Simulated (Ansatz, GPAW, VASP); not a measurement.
TePb: 4 runs at one level of theory

```xyz
2
Lattice="0.0000 3.2310 3.2310 3.2310 0.0000 3.2310 3.2310 3.2310 0.0000" Properties=species:S:1:pos:R:3 pbc="T T T"
Pb    0.0000    0.0000    0.0000
Te    3.2310    3.2310    3.2310
```

Alike in all runs: task single point; functional PBE; k mesh 7 × 7 × 7; occupations gaussian, width 0.016 eV; no spin polarisation; no spin-orbit coupling. Pressure is positive in compression and, in plane waves, holds the error of the finite cutoff, which Ansatz's Pulay term estimates and takes out.

| program and potentials | plane-wave cutoff (eV) | notes | pressure (GPa) |
| --- | --- | --- | --- |
| Ansatz, Ansatz PAW | 420 | 15 valence electrons an atom on average; Pulay term of +0.02 GPa included | 2.11 |
| Ansatz, all-electron LAPW, scalar-relativistic | - | - | 2.12 |
| VASP, PBE PAW files Pb_d, Te, 520 eV | 520 | 10 valence electrons an atom on average | ? |
| GPAW, GPAW PAW data sets (gpaw-data 1.2.1) | 600 | 10 valence electrons an atom on average | 1.83 |

Problem. Estimate from the other rows what the run with VASP, PBE PAW files Pb_d, Te, 520 eV gave.

Solution. Pressure 2.07 GPa. The other rows, which needn't bracket it: pressure 1.83 to 2.12.
